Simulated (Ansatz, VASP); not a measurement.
Two plane-wave programs on CdF2

```
Cd F
1.0
     0.00000    2.67592    2.67592
     2.67592    0.00000    2.67592
     2.67592    2.67592    0.00000
Cd F
1 2
Direct
  0.00000 0.00000 0.00000
  0.75000 0.75000 0.75000
  0.25000 0.25000 0.25000
```

Alike in both runs: task single point; functional PBE; k mesh 9 × 9 × 9; occupations fermi-dirac, width 0.05 eV; no spin polarisation.

|  | VASP | Ansatz |
| --- | --- | --- |
| version | VASP 6.6.1 | Ansatz 0.2.0 |
| potentials or method | VASP PAW PBE potentials, release 64 (Cd, F) | Ansatz PAW |
| plane-wave cutoff (eV) | 520 | 420 |
| valence electrons in the cell | 26 | 34 |

|  | VASP | Ansatz | Ansatz less VASP |
| --- | --- | --- | --- |
| gap on the k mesh at the Fermi level (eV) | 3.17 | 3.20 | +0.034 |
| least direct gap on the mesh (eV) | 3.61 | 3.65 | +0.032 |
| pressure (GPa) | 8.8 | 8.0 | -0.85 |

The functional is the same, so the differences come from potentials, cutoffs and numerics. The two sets of potentials don't hold the same shells in valence.

Caveats: an odd mesh through Γ misses points on the zone boundary, where band edges often lie (VASP); odd divisions of the mesh miss points on the zone boundary, where band edges often lie, so the gap on the mesh can be too wide (Ansatz); the pressure holds a Pulay correction of +0.7 GPa for the finite cutoff (Ansatz).
